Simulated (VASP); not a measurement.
# KF (Pm-3m) in VASP: electric field gradients with LDA

Aim: the electric field gradients of KF with LDA.

Everything below comes from runs of VASP 6.6.1. Logs are shortened: lines on timing, memory, paths and dates and some standing lists are left out, and cuts for length are marked.

## (1) The cell of the first run

The structure is cubic, space group Pm-3m (No. 221). The conventional cell has a = 3.215 Å, b = 3.215 Å, c = 3.215 Å, α = 90.00°, β = 90.00°, γ = 90.00°. Around K (site symmetry m-3m) lie 8 F at 2.78 Å. F (site symmetry m-3m) has 8 K at 2.78 Å as nearest neighbours.

The cell comes from a database or a generator and needn't be the stable form of this composition.

## (2) Electric field gradients, LDA (volume scaled by 0.96)

The input, INCAR:

```
SYSTEM = KF
PREC     = Accurate       ! precision mode
ENCUT    = 520            ! plane-wave cutoff, eV
EDIFF    = 1E-8           ! SCF threshold, eV
ISMEAR   = -1             ! smearing method
SIGMA    = 0.02           ! smearing width, eV
LREAL    = .False.        ! projectors in reciprocal space
LASPH    = .True.         ! aspherical terms in the spheres
NELM     = 100            ! most SCF steps
ALGO     = Normal         ! electronic algorithm
ISIF     = 2              ! what is computed and relaxed
LWAVE    = .False.        ! write WAVECAR
LCHARG   = .False.        ! write CHGCAR
GGA      = CA             ! functional
LEFG     = .True.       
NBANDS   = 15             ! bands
```

The input, KPOINTS:

```
regular mesh
0
Gamma
  9 9 9
  0 0 0
```

The input, POSCAR:

```
KF
1.0
    3.2149096683      0.0000000000      0.0000000000
    0.0000000000      3.2149096683      0.0000000000
    0.0000000000      0.0000000000      3.2149096683
K F
1 1
Direct
    0.0000000000      0.0000000000      0.0000000000
    0.5000000000      0.5000000000      0.5000000000
```

Potentials or basis: VASP PAW LDA potentials, release 64 (K_sv, F).

Launch:

```bash
> cat potpaw_LDA.64/K_sv/POTCAR potpaw_LDA.64/F/POTCAR > POTCAR
> mpirun -np 1 vasp_std > vasp.out
```

OUTCAR:

```text
SYSTEM = KF
   PREC = Accurate
   ENCUT = 520
   EDIFF = 1E-8
   ISMEAR = -1
   LREAL = .False.
   LASPH = .True.
   NELM = 100
   ISIF = 2
   GGA = CA

 ion  position               nearest neighbor table
   1  0.000  0.000  0.000-   2 2.78   2 2.78   2 2.78   2 2.78   2 2.78   2 2.78   2 2.78   2 2.78

   2  0.500  0.500  0.500-   1 2.78   1 2.78   1 2.78   1 2.78   1 2.78   1 2.78   1 2.78   1 2.78

  LATTYP: Found a simple cubic cell.
 ALAT       =     3.2149096683

  Lattice vectors:

 A1 = (   3.2149096683,   0.0000000000,   0.0000000000)
 A2 = (   0.0000000000,   3.2149096683,   0.0000000000)
 A3 = (   0.0000000000,   0.0000000000,   3.2149096683)

Analysis of symmetry for initial positions (statically):
=====================================================================
 Subroutine PRICEL returns:
 Original cell was already a primitive cell.

 Routine SETGRP: Setting up the symmetry group for a
 simple cubic supercell.

 Subroutine GETGRP returns: Found 48 space group operations
 (whereof 48 operations were pure point group operations)
 out of a pool of 48 trial point group operations.

The static configuration has the point symmetry O_h .

Analysis of symmetry for dynamics (positions and initial velocities):
=====================================================================
 Subroutine PRICEL returns:
 Original cell was already a primitive cell.

 Routine SETGRP: Setting up the symmetry group for a
 simple cubic supercell.

 Subroutine GETGRP returns: Found 48 space group operations
 (whereof 48 operations were pure point group operations)
 out of a pool of 48 trial point group operations.

The dynamic configuration has the point symmetry O_h .

 Subroutine INISYM returns: Found 48 space group operations
 (whereof 48 operations are pure point group operations),
 and found     1 'primitive' translations

----------------------------------------------------------------------------------------

                                     Primitive cell

  volume of cell :      33.2282

  direct lattice vectors                    reciprocal lattice vectors
     3.214909668  0.000000000  0.000000000     0.311050730  0.000000000  0.000000000
     0.000000000  3.214909668  0.000000000     0.000000000  0.311050730  0.000000000
     0.000000000  0.000000000  3.214909668     0.000000000  0.000000000  0.311050730

  length of vectors
     3.214909668  3.214909668  3.214909668     0.311050730  0.311050730  0.311050730

  position of ions in fractional coordinates (direct lattice)
     0.000000000  0.000000000  0.000000000
     0.500000000  0.500000000  0.500000000

  ion indices of the primitive-cell ions
   primitive index   ion index
                 1           1
                 2           2

----------------------------------------------------------------------------------------

 KPOINTS: regular mesh

Automatic generation of k-mesh.
 Grid dimensions read from file:
 generate k-points for:    9    9    9

 Generating k-lattice:

  Cartesian coordinates                     Fractional coordinates (reciprocal lattice)
     0.034561192  0.000000000  0.000000000     0.111111111  0.000000000  0.000000000
     0.000000000  0.034561192  0.000000000     0.000000000  0.111111111  0.000000000
     0.000000000  0.000000000  0.034561192     0.000000000  0.000000000  0.111111111

  Length of vectors
     0.034561192  0.034561192  0.034561192

  Shift w.r.t. Gamma in fractional coordinates (k-lattice)
     0.000000000  0.000000000  0.000000000

 Subroutine IBZKPT returns following result:
 ===========================================

 Found     35 irreducible k-points:

 Following reciprocal coordinates:
            Coordinates               Weight
  0.000000  0.000000  0.000000      1.000000
  0.111111  0.000000  0.000000      6.000000
  0.222222  0.000000  0.000000      6.000000
  0.333333  0.000000  0.000000      6.000000
  0.444444  0.000000  0.000000      6.000000
  0.111111  0.111111  0.000000     12.000000
[... 16 lines left out ...]
  0.333333  0.333333  0.111111     24.000000
  0.444444  0.333333  0.111111     48.000000
 [... further k-points ...]
   k-points           NKPTS =     35   k-points in BZ     NKDIM =     35   number of bands    NBANDS=     15
   number of dos      NEDOS =    301   number of ions     NIONS =      2
   total plane-waves  NPLWV =  13824
   dimension x,y,z NGX =    24 NGY =   24 NGZ =   24
   dimension x,y,z NGXF=    48 NGYF=   48 NGZF=   48
   ions per type =               1   1
   NGX,Y,Z   is equivalent  to a cutoff of  12.41, 12.41, 12.41 a.u.
   NGXF,Y,Z  is equivalent  to a cutoff of  24.82, 24.82, 24.82 a.u.
 SYSTEM =  KF
   PREC   = accura    normal or accurate (medium, high low for compatibility)
   ISTART =      0    job   : 0-new  1-cont  2-samecut
   ICHARG =      2    charge: 1-file 2-atom 10-const
   ISPIN  =      1    spin polarized calculation?
   LNONCOLLINEAR =      F non collinear calculations
   LSORBIT =      F    spin-orbit coupling
   LASPH  =      T    aspherical Exc in radial PAW
   ENCUT  =  520.0 eV  38.22 Ry    6.18 a.u.   5.98  5.98  5.98*2*pi/ulx,y,z
   NELM   =    100;   NELMIN=  2; NELMDL= -5     # of ELM steps
   EDIFF  = 0.1E-07   stopping-criterion for ELM
   LREAL  =      F    real-space projection
   EDIFFG = 0.1E-06   stopping-criterion for IOM
   NSW    =      0    number of steps for IOM
   IBRION =     -1    ionic relax: 0-MD 1-quasi-New 2-CG
   NFREE  =      0    steps in history (QN), initial steepest desc. (CG)
   ISIF   =      2    stress and relaxation
   ISYM   =      2    0-nonsym 1-usesym 2-fastsym
   POTIM  = 0.5000    time-step for ionic-motion
   TEBEG  =    0.0;   TEEND  =   0.0 temperature during run
   PSTRESS=    0.0 pullay stress
   NELECT =      16.0000    total number of electrons
   NUPDOWN=      -1.0000    fix difference up-down
   EMIN   =  10.00;   EMAX   =-10.00  energy-range for DOS
   EFERMI =   0.00;   METHOD = LEGACY
   ISMEAR =    -1;   SIGMA  =   0.02  broadening in eV -4-tet -1-fermi 0-gaus
   EFERMI_NEDOS =   21; number of points for ismear=-14 and -15
   IALGO  =     38    algorithm
   IMIX   =      4    mixing-type and parameters
     AMIX     =   0.40;   BMIX     =  1.00
     AMIX_MAG =   1.60;   BMIX_MAG =  1.00
  volume/ion in A,a.u.               =      16.61       112.12
  Fermi-wavevector in a.u.,A,eV,Ry     =   1.283156  2.424813 22.401839  1.646489
  Thomas-Fermi vector in A             =   2.415425
   LORBIT       =      0    0 simple, 1 ext, 2 COOP (PROOUT), +10 PAW based schemes
   GGA     = CA    functional components
   LHFCALC =     F    Hartree Fock is set to
   AEXX    =    0.0000 exact exchange contribution
   IVDW    =     0    specifies the selected vdW correction
   LEPSILON=     F    determine dielectric tensor
   LRPA    =     F    only Hartree local field effects (RPA)
 non-spin polarized calculation
  energy-cutoff  :      520.00
  volume of cell :       33.23
 maximum number of plane-waves:       922
 NGX is ok and might be reduce to    24

 number of electron      15.9999986 magnetization

 Free energy of the ion-electron system (eV)
  ---------------------------------------------------
  ext. energy  EPLUGINS =         0.00000000
  ---------------------------------------------------
  free energy    TOTEN  =        -8.91195742 eV

  energy without entropy =       -8.91195742  energy(sigma->0) =       -8.91195742

 E-fermi :  -1.8443     XC(G=0):  -9.9271

 val. band max:       -2.3417723748   @ k =   0.4444   0.4444   0.0000
 cond. band min:       3.8657145760   @ k =   0.0000   0.0000   0.0000
 fundamental gap:      6.2074869508
 Fermi energy:        -1.8443463003

 k-point     1 :       0.0000    0.0000    0.0000
  band No.  band energies     occupation
      1     -28.7549      2.00000
      2     -20.8323      2.00000
      3     -11.9468      2.00000
      4     -11.9468      2.00000
      5     -11.9468      2.00000
      6      -2.3735      2.00000
      7      -2.3735      2.00000
      8      -2.3735      2.00000
      9       3.8657      0.00000
     10       5.7884      0.00000
     11       5.7884      0.00000
     12      11.7690      0.00000
     13      11.7690      0.00000
     14      11.7690      0.00000
     15      18.7710      0.00000

 k-point     2 :       0.1111    0.0000    0.0000
  band No.  band energies     occupation
      1     -28.7367      2.00000
      2     -20.8378      2.00000
      3     -12.0453      2.00000
      4     -11.9312      2.00000
      5     -11.9312      2.00000
      6      -2.5575      2.00000
      7      -2.3890      2.00000
      8      -2.3890      2.00000
      9       4.2150      0.00000
     10       5.8910      0.00000
     11       6.0939      0.00000
     12      11.5343      0.00000
     13      11.5343      0.00000
     14      11.8110      0.00000
     15      17.7961      0.00000

 k-point     3 :       0.2222    0.0000    0.0000
  band No.  band energies     occupation
      1     -28.6901      2.00000
      2     -20.8521      2.00000
      3     -12.2836      2.00000
      4     -11.8914      2.00000
      5     -11.8914      2.00000
      6      -2.9758      2.00000
      7      -2.4292      2.00000
      8      -2.4292      2.00000
      9       5.0967      0.00000
     10       6.1734      0.00000
     11       6.9004      0.00000
     12      11.0236      0.00000
     13      11.0236      0.00000
     14      11.9203      0.00000
     15      16.4723      0.00000
[... 343 lines left out ...]
 k-point    23 :       0.3333    0.3333    0.1111
  band No.  band energies     occupation
      1     -28.5198      2.00000
      2     -20.7858      2.00000
      3     -12.6199      2.00000
      4     -12.5382      2.00000
      5     -11.8859      2.00000
      6      -3.1026      2.00000
      7      -2.8927      2.00000
      8      -2.5127      2.00000
      9       6.7543      0.00000
     10       7.2330      0.00000
     11       9.4189      0.00000
     12       9.7716      0.00000
     13       9.9349      0.00000
     14      10.4081      0.00000
     15      15.6139      0.00000

 k-point    24 :       0.4444    0.3333    0.1111
  band No.  band energies     occupation
      1     -28.4896      2.00000
      2     -20.7643      2.00000
      3     -12.7793      2.00000
      4     -12.5901      2.00000
      5     -11.8602      2.00000
      6      -3.1391      2.00000
      7      -2.9245      2.00000
      8      -2.4900      2.00000
      9       6.7203      0.00000
     10       7.0920      0.00000
     11       9.4150      0.00000
     12       9.7042      0.00000
     13      10.0884      0.00000
     14      11.5554      0.00000
     15      14.6838      0.00000

 [... further k-points ...]

------------------------ aborting loop because EDIFF is reached ----------------------------------------

  FORCE on cell =-STRESS in cart. coord.  units (eV):
  Direction    XX          YY          ZZ          XY          YZ          ZX
  --------------------------------------------------------------------------------------
  -------------------------------------------------------------------------------------
  Total       -0.9716658     -0.9716658     -0.9716658     -0.0000000     -0.0000000      0.0000000
  in kB      -46.8512481    -46.8512481    -46.8512481     -0.0000000     -0.0000000      0.0000000
  external PRESSURE =     -46.8512481 kB  Pullay stress =       0.0000000 kB

 VOLUME and BASIS-vectors are now :
 -----------------------------------------------------------------------------
  energy-cutoff  :      520.00
  volume of cell :       33.23
      direct lattice vectors                 reciprocal lattice vectors
     3.214909668  0.000000000  0.000000000     0.311050730  0.000000000  0.000000000
     0.000000000  3.214909668  0.000000000     0.000000000  0.311050730  0.000000000
     0.000000000  0.000000000  3.214909668     0.000000000  0.000000000  0.311050730

 POSITION                                       TOTAL-FORCE (eV/Angst)
 -----------------------------------------------------------------------------------
      0.00000      0.00000      0.00000         0.000000      0.000000      0.000000
      1.60745      1.60745      1.60745         0.000000      0.000000      0.000000
 -----------------------------------------------------------------------------------
    total drift:                                0.000000      0.000000     -0.000000

  FREE ENERGIE OF THE ION-ELECTRON SYSTEM (eV)
  ---------------------------------------------------
  free  energy   TOTEN  =        -8.9119574248 eV

  energy  without entropy=       -8.9119574248  energy(sigma->0) =       -8.91195742

 Electric field gradients (V/A^2)
---------------------------------------------------------------------
 ion       V_xx      V_yy      V_zz      V_xy      V_xz      V_yz
---------------------------------------------------------------------
   1       0.000     0.000     0.000     0.000     0.000    -0.000
   2      -0.000    -0.000    -0.000    -0.000    -0.000    -0.000
---------------------------------------------------------------------

 Electric field gradients after diagonalization (V/A^2)
 (convention: |V_zz| > |V_xx| > |V_yy|)
----------------------------------------------------------------------
 ion       V_xx      V_yy      V_zz     asymmetry (V_yy - V_xx)/ V_zz
----------------------------------------------------------------------
   1       0.000     0.000     0.000      -0.035
   2      -0.000    -0.000    -0.000      -0.089
----------------------------------------------------------------------

           NMR quadrupolar parameters

 Cq : quadrupolar parameter    Cq=e*Q*V_zz/h
 eta: asymmetry parameters     (V_yy - V_xx)/ V_zz
 Q  : nuclear electric quadrupole moment in mb (millibarn)
----------------------------------------------------------------------
 ion       Cq(MHz)       eta       Q (mb)
----------------------------------------------------------------------
   1       0.000      -0.035       1.000
   2      -0.000      -0.089       1.000
----------------------------------------------------------------------
```

Run time: 8.1 s. Hardware: 1 thread of Intel Xeon 6975P-C (Granite Rapids), shared host; peak memory 0.11 GiB.

What came out:

* Free energy: -8.9120 eV
* Pressure: -4.7 GPa
* Band gap on the k mesh: 6.21 eV, indirect (least direct gap 6.24 eV)

Electric field gradients, principal values (V/Å²):
| atom | Vxx | Vyy | Vzz |
| --- | --- | --- | --- |
| 1 K | 0.000 | 0.000 | 0.000 |
| 2 F | 0.000 | 0.000 | 0.000 |

Caveat: an odd mesh through Γ misses points on the zone boundary, where band edges often lie.
